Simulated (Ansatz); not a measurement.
Crystal: TaN.

```xyz
2
Lattice="2.9380 0.0000 0.0000 -1.4690 2.5444 0.0000 0.0000 0.0000 2.8830" Properties=species:S:1:pos:R:3 pbc="T T T"
Ta    0.0000    0.0000    1.4415
N     1.4690    0.8481    0.0000
```

Base run:

```yaml
Program: Ansatz 0.2.0
Functional: LDA
Potentials_or_basis: Ansatz PAW
Cutoff: "420 eV (not typed: the program's choice for these potentials)"
k_mesh: 10 × 10 × 9
Occupations: fermi-dirac, width 0.05 eV
Spin: no spin polarisation
Hubbard_terms: Ta d U = 5 eV
```

Its results: band gap on the k mesh none (metal or under the smearing width); pressure -6.9 GPa.

Task: After a change of settings the same cell gave: band gap on the k mesh none (metal or under the smearing width); pressure -3.0 GPa. Which change was it?
A. hubbard terms from Ta d U = 5 eV to Ta d U = 2 eV
B. hubbard terms from Ta d U = 5 eV to Ta d U = 8 eV
C. hubbard terms from Ta d U = 5 eV to none; hubbard projectors from ortho-atomic (the default) to none

Result: B.

Caveats: spin-orbit coupling is left out, which moves the levels of the heavy elements; U without spin polarisation on a metal has little footing; the PAW data sets come from PBE, with cores solved anew for the run's functional, which leaves a small shift of forces and pressure.
